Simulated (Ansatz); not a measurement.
**AgBr (Fm-3m): thermal expansion from first principles**

Wanted: α(T), C_P(T) and B(T) of AgBr in the quasi-harmonic approximation.

Measurements to reproduce:
- volume expansion coefficient 102.3 1e-6/K near room temperature (given in “Descriptors for thermal expansion in solids”, 2017, arXiv:1701.03966)

Program: Ansatz 0.2.0. Level of theory: DFT RPBE, scalar-relativistic, plane waves, PAW. Results are calculated unless marked as measured.

Report form: the programs' logs are mostly left out.

The database entry behind the starting cell differs from later determinations by our own check (about 0.6 % short of the room-temperature cell), so it need not match the best structure at ambient conditions.

**1. Starting point**

Symmetry: Fm-3m, No. 225, cubic system. The conventional cell has a = 5.740 Å, b = 5.740 Å, c = 5.740 Å, α = 90.00°, β = 90.00°, γ = 90.00°. Nearest to Ag lie 6 Br at 2.87 Å. Nearest to Br lie 6 Ag at 2.87 Å. Farther neighbours and most contacts between anions are not listed.

**2. Probe on a coarse mesh**

Before spending time, one coarse run tells the gap and the pressure of the starting cell.

File input.yaml:

```yaml
crystal:
  lattice:
    - [0.0, 2.87015, 2.87015]
    - [2.87015, 0.0, 2.87015]
    - [2.87015, 2.87015, 0.0]
  atoms:
    - { symbol: Ag, position: [0.0, 0.0, 0.0] }
    - { symbol: Br, position: [0.5, 0.5, 0.5] }
kpoints:
  mp_grid: { grid: [6, 6, 6] }
hamiltonian:
  xc: rpbe
scf:
  occupations: { method: gaussian, width: 0.1 }
output:
  forces: true
  stress: true
  eigenvalues: true
```

On the command line:

```bash
$ ansatz run input.yaml --threads 2 --pin off --max-ram 5120MiB --backend cpu --events-out ev --progress --plain --runs-dir out
```

Wall time 3.4 s (2 threads of Intel Xeon Platinum 8488C (Sapphire Rapids), shared host); peak memory 0.33 GiB.

This step gave:

- pressure: 5.139 GPa
- gap on the k-mesh: 0.8446 eV
- volume per atom: 23.64 Å³

The start is under 5.1 GPa at this level and looks like an insulator or semiconductor on this mesh.

**3. Finding the static equilibrium**

Phonons are second derivatives about a minimum, so cell and atoms are relaxed first, inside the symmetry of the start.

input.yaml, the sections that differ from step 2:

```yaml
kpoints:
  mp_grid: { grid: [8, 8, 8] }
scf:
  occupations: { method: gaussian, width: 0.02 }
relax:
  adjacent_minimum: "off"
  f_tol: 0.005
  max_steps: 80
  cell: { stress_tol: 0.05 }
# crystal, hamiltonian, output: as in step 2
```

The job ended after 11 s (2 threads; peak memory 0.38 GiB; 6.7 s of CPU time).

Step by step:

```csv
step,energy less that of the first step (eV),largest force component (eV/Å),pressure (GPa),volume (Å³)
1,0.0000,0.0000,5.12,47.29
2,-0.0901,0.0000,-0.07,54.01
3,-0.0902,0.0000,-0.02,53.92
4*,-0.0911,0.0000,-0.04,53.92
```

Relaxation steps marked * repeat the geometry before them on a plane-wave basis chosen anew for their cell, so energy and pressure can jump there.

The run keeps the 48 symmetry operations that it works with, so distortions that break them were not tested.

```csv
"conventional cell, symmetrised",before,after,change
a (Å),5.740,5.997,+4.5 %
b (Å),5.740,5.997,+4.5 %
c (Å),5.740,5.997,+4.5 %
volume (Å³/atom),23.64,26.96,+14.0 %
```

Final coordinates:

```xyz
2
Lattice="0.0000 2.9985 2.9985 2.9985 0.0000 2.9985 2.9985 2.9985 0.0000" Properties=species:S:1:pos:R:3 pbc="T T T"
Ag    0.0000    0.0000    0.0000
Br    2.9985    2.9985    2.9985
```

Numbers from this step:

| Item | Value |
| --- | --- |
| pressure | -0.03598 GPa |
| gap on the k-mesh | 0.9215 eV |
| volume per atom | 26.96 Å³ |

The relaxation ends with a pressure of -0.04 GPa.

**4. A second relaxation**

The relaxation is run once more from where the first one ended, as the script does after a large change of volume or of the gap, with mesh and occupations reviewed.

input.yaml, the sections that differ from step 3:

```yaml
crystal:
  lattice:
    - [0.0, 2.998464328, 2.998464328]
    - [2.998464328, 0.0, 2.998464328]
    - [2.998464328, 2.998464328, 0.0]
  atoms:
    - { symbol: Ag, position: [0.0, 0.0, 0.0] }
    - { symbol: Br, position: [0.5, 0.5, 0.5] }
output:
  forces: true
  stress: true
  eigenvalues: true
  write_density: true
  write_potential: true
  elf: true
  volumetric_format: npy
# kpoints, hamiltonian, scf, relax: as in step 3
```

Elapsed: 8.1 s, on 2 threads; peak memory 0.38 GiB.

Little changed from the start: no atom moved by 0.005 Å and no cell edge by 0.1 %.

This step gave:

```
pressure : -0.03597 GPa
```

ELF in the ac plane of the conventional cell at fractional y = 0.000, with atoms of Ag and Br within 0.2 Å of it. It is the smooth field of the valence electrons, not physical close to the nuclei.

Values, 9 rows by 16 columns, each cell a mean:
```
0.64 0.52 0.30 0.12 0.32 0.76 0.79 0.46 0.36 0.67 0.83 0.55 0.13 0.20 0.43 0.61
0.22 0.17 0.11 0.06 0.14 0.41 0.61 0.70 0.71 0.66 0.52 0.24 0.06 0.08 0.15 0.21
0.54 0.49 0.36 0.16 0.05 0.08 0.12 0.16 0.17 0.14 0.10 0.05 0.09 0.27 0.44 0.53
0.57 0.76 0.80 0.50 0.12 0.17 0.36 0.51 0.55 0.44 0.25 0.11 0.28 0.72 0.83 0.65
0.06 0.47 0.84 0.59 0.14 0.24 0.51 0.70 0.76 0.60 0.36 0.14 0.35 0.80 0.72 0.16
0.75 0.82 0.76 0.42 0.10 0.14 0.29 0.41 0.44 0.35 0.20 0.09 0.24 0.64 0.81 0.77
0.36 0.32 0.22 0.09 0.05 0.09 0.16 0.21 0.22 0.19 0.13 0.06 0.06 0.17 0.28 0.35
0.32 0.26 0.15 0.08 0.18 0.54 0.75 0.80 0.80 0.78 0.66 0.34 0.09 0.11 0.20 0.30
0.72 0.58 0.34 0.13 0.34 0.79 0.76 0.28 0.17 0.54 0.84 0.58 0.14 0.23 0.48 0.67
```
Columns run along a (6.0 Å), rows up along c (6.0 Å), edges of the conventional cell, whose origin can differ from the input's. Atoms in or near the plane, at fractional coordinates: Ag at (0.00, 0.00), Ag at (0.50, 0.50), Br at (0.50, 0.00), Br at (0.00, 0.50).

Valence density in the ac plane of the conventional cell at fractional y = 0.000, with atoms of Ag and Br within 0.2 Å of it. It is the smooth field of the valence electrons, not physical close to the nuclei.

Ten steps, logarithmic in the rise over the least value, from '_' (0 e/Å³) to '@' (19 e/Å³), each cell a mean:
```
@@%%++....::----::--==::....--**@@
##++--..__..::--====--::..__::==**
--::..______..::----::..______::--
....__________........__________..
....__________......__________....
--::..______..::----..______..::::
==--::..__..--++##**==..__..::--==
::----::....++%%@@@@**--....--==--
..----::..::++%%@@@@##--....--==::
--==--......==##%%%%++::....::----
----::..____::==++++--..____..::--
::....________..::....________..::
....__________......____________..
::..________....::::..________....
++==::____..::------::..____..--++
%%##==......--==------::....::++%%
@@%%++::..::----..::==--....--##@@
```
Columns run along a (6.0 Å), rows up along c (6.0 Å), edges of the conventional cell, whose origin can differ from the input's. Atoms in or near the plane, at fractional coordinates: Ag at (0.00, 0.00), Ag at (0.50, 0.50), Br at (0.50, 0.00), Br at (0.00, 0.50).

Electrostatic potential energy in the ac plane of the conventional cell at fractional y = 0.000, with atoms of Ag and Br within 0.2 Å of it. With pseudopotentials it is smooth inside the atoms' cores, unlike the true potential.

Values in eV, 9 rows by 16 columns, each cell a mean:
```
-28 -20  -4   7   9   4 -24 -54 -58 -40  -5   8   9   2 -14 -26
  0   4   8  10  11  10   7   3   1   5   9  11  11   9   6   2
  6   8  10  11  11  10   8   6   5   7   9  11  11  10   9   7
-45 -26   0   9   9   4  -9 -20 -22 -15  -1   8  10   6 -13 -39
-68 -56 -13   7   8  -1 -20 -32 -34 -26  -9   6   8   1 -38 -66
-27 -12   4   9  10   6  -3 -13 -15  -8   3   9  10   8  -3 -22
  8   9  10  11  11  10   9   8   8   9  10  11  11  11   9   8
 -7  -1   6  10  10   9   4  -8 -11  -1   7  10  10   8   2  -5
-32 -24  -7   6   9   2 -33 -63 -66 -51 -10   7   8   0 -18 -30
```
Columns run along a (6.0 Å; values clipped at the 3rd and 97th percentile), rows up along c (6.0 Å), edges of the conventional cell, whose origin can differ from the input's. Atoms in or near the plane, at fractional coordinates: Ag at (0.00, 0.00), Ag at (0.50, 0.50), Br at (0.50, 0.00), Br at (0.00, 0.50).

**5. Tight relaxation**

The relaxation is repeated with tighter thresholds on force and stress, since phonons are sensitive to what is left; a change of mesh or smearing in the input moves the cell too.

input.yaml, the sections that differ from step 4:

```yaml
scf:
  occupations: { method: fixed }
relax:
  adjacent_minimum: "off"
  f_tol: 0.001
  max_steps: 60
  cell: { stress_tol: 0.01 }
# crystal, kpoints, hamiltonian, output: as in step 4
```

Elapsed: 4.9 s, on 2 threads; peak memory 0.38 GiB; 4.8 s of CPU time.

Little changed from the start: no atom moved by 0.005 Å and no cell edge by 0.1 %.

This step gave:

- pressure: -0.008617 GPa
- gap on the k-mesh: 0.9207 eV
- volume per atom: 26.93 Å³

Valence density in the ac plane of the conventional cell at fractional y = 0.000, with atoms of Ag and Br within 0.2 Å of it. It is the smooth field of the valence electrons, not physical close to the nuclei.

Ten steps, logarithmic in the rise over the least value, from '0' (0 e/Å³) to '9' (19 e/Å³), each cell a mean:
```
98511233234211369
75310123443210246
32100012332100023
11000001111000001
11000001110000011
32100012331000122
43210135764101234
23321158996311343
13321258997311342
34311147885211233
33210024553100123
21100001211000012
11000001110000001
21000011221000011
54200123332100135
87411134333211258
98521233124311379
```
Columns run along a (6.0 Å), rows up along c (6.0 Å), edges of the conventional cell, whose origin can differ from the input's. Atoms in or near the plane, at fractional coordinates: Ag at (0.00, 0.00), Ag at (0.50, 0.50), Br at (0.50, 0.00), Br at (0.00, 0.50).

Electrostatic potential energy in the ac plane of the conventional cell at fractional y = 0.000, with atoms of Ag and Br within 0.2 Å of it. With pseudopotentials it is smooth inside the atoms' cores, unlike the true potential.

Values in eV, 9 rows by 16 columns, each cell a mean:
```
-28 -20  -4   7   9   4 -24 -54 -58 -40  -5   8   9   2 -14 -26
  0   4   8  10  11  10   7   3   1   5   9  11  11   9   6   2
  6   8  10  11  11  10   8   6   5   7   9  11  11  10   9   7
-45 -26   0   9   9   4  -9 -20 -22 -15  -1   8  10   6 -13 -39
-68 -56 -13   7   8  -1 -20 -32 -34 -26  -9   6   8   1 -38 -66
-27 -12   4  10  10   6  -3 -13 -15  -8   3   9  10   8  -3 -22
  8   9  10  11  11  10   9   8   8   9  10  11  11  11   9   8
 -7  -1   6  10  10   9   4  -8 -11  -1   7  10  10   8   2  -5
-32 -24  -7   6   9   2 -33 -63 -66 -51 -10   7   8   0 -18 -30
```
Columns run along a (6.0 Å; values clipped at the 3rd and 97th percentile), rows up along c (6.0 Å), edges of the conventional cell, whose origin can differ from the input's. Atoms in or near the plane, at fractional coordinates: Ag at (0.00, 0.00), Ag at (0.50, 0.50), Br at (0.50, 0.00), Br at (0.00, 0.50).

ELF in the ac plane of the conventional cell at fractional y = 0.000, with atoms of Ag and Br within 0.2 Å of it. It is the smooth field of the valence electrons, not physical close to the nuclei.

Ten even steps from '_' (0.02) to '@' (0.85), each cell a mean:
```
%%**==..::##@@++__::%%@@==..::++##
**++::....**@@@@##%%@@%%==....==++
--::..__..==##@@@@@@%%**::__....::
....______..--==++++==::______....
++==--..______........______::====
@@@@##==..__..::--::..____::**%%@@
##@@@@**....::++**++==....==%%@@%%
..++@@##::..==**%%##++::..++@@%%::
__==@@##::..==##@@%%**--..++@@##__
--##@@##::..--**##**++::..==@@@@++
@@@@@@++..__::--====::..__--##@@@@
%%##++::______........____..==**##
::::..______..::::::....____....::
....______::++######**==..____....
==--::__..++@@@@@@@@@@##--__..::==
##**--..::##@@##==++@@@@==..::++**
@@##==..::%%@@--__..##@@++..--**%%
```
Columns run along a (6.0 Å), rows up along c (6.0 Å), edges of the conventional cell, whose origin can differ from the input's. Atoms in or near the plane, at fractional coordinates: Ag at (0.00, 0.00), Ag at (0.50, 0.50), Br at (0.50, 0.00), Br at (0.00, 0.50).

The residual pressure is -0.0086 GPa, small enough for phonons.

**6. An input with a fault**

This input was changed on purpose, to see how the program answers.

File input.yaml:

```yaml
crystal:
  lattice:
    - [0.0, 2.9974673123, 2.9974673123]
    - [2.9974673123, 0.0, 2.9974673123]
    - [2.9974673123, 2.9974673123, 0.0]
  atoms:
    - { symbol: Ag, position: [0.0, 0.0, 0.0] }
    - { symbol: Br, position: [0.5, 0.5, 0.5] }
kpoints:
  mp_grid: { grid: [8, 8, 8] }
hamiltonian:
  xc: rpbe
scf:
  occupations: { method: fixed }
  max_iter: 60
output:
  eigenvalues: true
phonons:
  method: dfpt
  qmesh: [4, 4, 4]
  thermal_expansion: "~"
```

Wall time 0.02 s (2 threads); peak memory 0.05 GiB.

The input was rejected at the start.

The program's message: “Error: YAML parse error: error: line 21 column 22: expected mapping start
  --> <input>:21:22
   |
19 |   method: dfpt
20 |   qmesh: [4, 4, 4]
21 |   thermal_expansion: "~"
   |                      ^ …”

The fault put into the input: a string where a block is expected.

**7. Phonons on strained cells**

Thermal expansion follows from how the free energy of the vibrations (and of the electrons in a metal) changes with strain, so the program makes strained cells, their phonons and a fit in one run.

input.yaml, the sections that differ from step 6:

```yaml
scf:
  occupations: { method: fixed }
phonons:
  method: dfpt
  qmesh: [2, 2, 2]
  temperatures: { t_max: 500.0, t_step: 25 }
  thermal_expansion: {}
# crystal, kpoints, hamiltonian, output: as in step 6
```

Wall time 2.4 min (2 threads); peak memory 0.77 GiB.

The run ended with an error.

The program's message: “vibrations stand at or below zero in cell 4 (1.000 modes a cell, the lowest at -28.9 cm⁻¹): the crystal is at no minimum there, or its k-points are too few: type the crystal that it becomes, another p …”

**8. Phonons of the refused cell**

The study refused this cell, so its phonons are run alone to see which modes are imaginary.

input.yaml, the sections that differ from step 7:

```yaml
phonons:
  method: dfpt
  dielectric: true
  rigid_motions: translations
  qmesh: [2, 2, 2]
  temperatures: { t_max: 1000, t_step: 50 }
  qpath:
    path:
      - [[0.0, 0.0, 0.0], [0.5, 0.0, 0.5], [0.625, 0.25, 0.625]]
      - [[0.375, 0.375, 0.75], [0.0, 0.0, 0.0], [0.5, 0.5, 0.5], [0.5, 0.25, 0.75], [0.5, 0.0, 0.5]]
    npoints: 10
# crystal, kpoints, hamiltonian, scf, output: as in step 7
```

Wall time 72 s (2 threads); peak memory 0.66 GiB; 1.8 min of CPU time.

Numbers from this step:

- Γ frequencies: 0, 0, 0, 44.21, 44.21, 44.21 cm⁻¹ (negative: imaginary)
- lowest frequency on the path: -28.87 cm⁻¹
- point group: m-3m
- highest frequency: 106.8 cm⁻¹

ε∞:

```
5.39 0.00 0.00
0.00 5.39 0.00
0.00 0.00 5.39
```

Born charge (rows field, columns displacement) (e), principal values of the symmetric part by kind of site:

```csv
atom,atoms with these values,low,middle,high,mean
Ag1,1,1.57,1.57,1.57,1.57
Br2,1,-1.57,-1.57,-1.57,-1.57
```

In full for Ag1:

```
1.57 0.00 0.00
0.00 1.57 0.00
0.00 0.00 1.57
```

ε₀ (ions relaxed, fixed cell):

```
30.57  0.00  0.00
 0.00 30.57  0.00
 0.00  0.00 30.57
```

LO-TO term included. The phonon branches at the labelled points (cm⁻¹):

```csv
point,branch 1,branch 2,branch 3,branch 4,branch 5,branch 6
Γ,0,0,0,44,44,105
halfway,26,26,55,56,56,89
X,28,28,39,72,72,97
halfway,27,36,40,68,74,94
U,24,41,50,58,81,87
jump to K,24,41,50,58,81,87
halfway,-19,29,33,58,60,100
Γ,0,0,0,44,44,105
halfway,-8,-8,39,39,56,106
L,-29,-29,42,42,80,106
halfway,20,31,49,55,69,97
W,39,39,45,65,81,81
halfway,32,36,40,69,74,92
X,28,28,39,72,72,97
```

Tetrahedra on 18 18 18, mean over bins of 2 cm⁻¹. Table of phonon density of states by wavenumber; read off at these points:

wavenumber (cm⁻¹), phonon density of states (1/cm⁻¹/cell) and a bar:
```
    -29.0      0.000 
    -25.0      0.009 ##
    -19.0      0.016 ####
    -15.0      0.013 ###
    -11.0      0.009 ##
     -5.0      0.009 ##
     -1.0      0.009 ##
      3.0      0.011 ##
      9.0      0.017 ####
     13.0      0.021 #####
     17.0      0.028 ######
     23.0      0.039 #########
     27.0      0.063 ###############
     31.0      0.080 ###################
     37.0      0.129 ##############################
     41.0      0.090 #####################
     47.0      0.094 ######################
     51.0      0.078 ##################
     55.0      0.045 ##########
     61.0      0.081 ###################
     63.0      0.082 ###################
     65.0      0.065 ###############
     69.0      0.087 ####################
     75.0      0.041 #########
     79.0      0.020 #####
     83.0      0.003 #
     89.0      0.033 ########
     93.0      0.084 ###################
     97.0      0.048 ###########
    103.0      0.046 ###########
    107.0      0.006 #
```

No LO-TO term. Modes at Γ, with each element's share of the kinetic energy:

```csv
mode,frequency (cm⁻¹),symmetry,Ag %,Br %
1,0.0,T1u,57,43
2,0.0,T1u,57,43
3,0.0,T1u,57,43
4,44.2,T1u,43,57
5,44.2,T1u,43,57
6,44.2,T1u,43,57
```

Displacements in mode 4 (44.2 cm⁻¹), the largest set to 1:
```
Ag1  0.00 -0.02 -0.74
Br2  0.00  0.03  1.00
```

Lowest modes at the softest wavevector of the mesh; phase exp(i q.(R + tau)). The modes at q = (0.500, 0.000, 0.000) (shares of kinetic energy by element, %) (negative means imaginary):

```csv
mode,frequency (cm⁻¹),Ag %,Br %
1,-28.9,0,100
2,-28.9,0,100
3,42.2,100,0
4,42.2,100,0
5,80.3,100,0
6,106.5,0,100
```

Displacements in mode 2 (-28.9 cm⁻¹), the largest set to 1, in the home cell:
```
Ag1  0.00  0.00  0.00
Br2 -1.00 -0.65 -0.35
```

Displacements in mode 4 (42.2 cm⁻¹), the largest set to 1, in the home cell:
```
Ag1 1.00 0.50 0.50
Br2 0.00 0.00 0.00
```

Phonopy on the run's constants, 17x17x17 mesh, Gaussian sigma 2.0 cm⁻¹. The modes by wavenumber; read off at these points; values in 1/cm⁻¹/cell:

```csv
wavenumber (cm⁻¹),Ag,Br
-35.0,0,6.0e-6
-30.0,1.0e-5,0.00159
-25.0,2.0e-4,0.0101
-20.0,6.4e-4,0.0159
-15.0,0.00118,0.0158
-10.0,0.00100,0.00850
-5.0,9.7e-4,0.00566
0.0,2.5e-4,0.00113
5.0,0.00269,0.00749
10.0,0.00509,0.0125
15.0,0.00782,0.0187
20.0,0.0125,0.0237
25.0,0.0281,0.0241
30.0,0.0552,0.0242
35.0,0.0900,0.0202
38.2,0.102,0.0177
40.0,0.0920,0.0169
45.0,0.0637,0.0259
50.0,0.0478,0.0284
55.0,0.0325,0.0265
60.0,0.0404,0.0335
61.1,0.0428,0.0343
63.1,0.0440,0.0336
65.0,0.0426,0.0324
70.0,0.0353,0.0315
75.0,0.0170,0.0235
80.0,0.00465,0.0107
85.0,7.2e-4,0.0120
90.0,0.00184,0.0454
93.1,0.00319,0.0632
95.0,0.00388,0.0562
100.0,0.00628,0.0385
105.0,0.00618,0.0267
110.0,2.7e-4,0.00133
115.0,0,0
```

Lorentz oscillators from the run's modes, damping 2 % of each frequency (typed, at least 3 cm⁻¹). Table of reflectivity, E along x by wavenumber; read off at these points:

```csv
wavenumber (cm⁻¹),"reflectivity, E along x"
5.00,0.483
7.50,0.485
10.00,0.489
12.50,0.493
15.00,0.500
17.50,0.506
20.00,0.515
22.50,0.526
25.00,0.538
27.50,0.554
30.00,0.572
32.50,0.595
35.00,0.623
37.50,0.661
40.00,0.714
42.50,0.790
45.00,0.888
47.50,0.927
50.00,0.94
52.50,0.945
55.00,0.948
57.50,0.949
60.00,0.95
60.90,0.95
62.50,0.949
65.00,0.948
67.50,0.946
70.00,0.944
72.50,0.941
75.00,0.938
77.50,0.933
80.00,0.928
82.50,0.921
85.00,0.912
87.50,0.901
90.00,0.887
92.50,0.868
95.00,0.841
97.50,0.801
100.00,0.738
102.50,0.62
105.00,0.356
107.50,0.097
110.00,0.0245
112.50,0.00488
115.00,0.001
117.50,0.00388
120.00,0.00912
```

The lowest solved frequency is -28.9 cm⁻¹, so the cell is unstable here and gives no valid free energy.

**9. Outcome**

| Quantity | Value |
| --- | --- |
| lowest frequency at the solved wavevectors | -28.9 cm⁻¹ |

What this shows: With imaginary harmonic modes at the relaxed cell the quasi-harmonic free energy is undefined, so no expansion is obtained for this phase at this level. The softest solved mode is 29i cm⁻¹ at q = (0, 0, -0.5), and 1 of 3 solved wavevectors carry a mode beyond 8i cm⁻¹. The starting cell comes from a crystallographic database, so the instability may belong to the level of theory or to the 0 K harmonic picture and not to the crystal; this functional changes the volume by +14 % against that cell. The q-mesh is coarse, so only a few wavevectors were solved. The PAW files were made for PBE and are used here under another functional, for which the program regenerates the frozen cores. The cell of these runs is 14 % larger in volume than the database cell; frequencies and all that rests on them shift with it.

[Logs are printed without paths, hosts, clocks, repeated set-up lines and the standing remarks that a program may print on its own settings, such as how far it seeks lower states.]

[Hosts, paths, dates, database ids (printed as entryN), source tags and the programs' standing remarks are cut or masked in the printed files.]

[A step with changed settings may run another functional than the one named; its input shows which.]
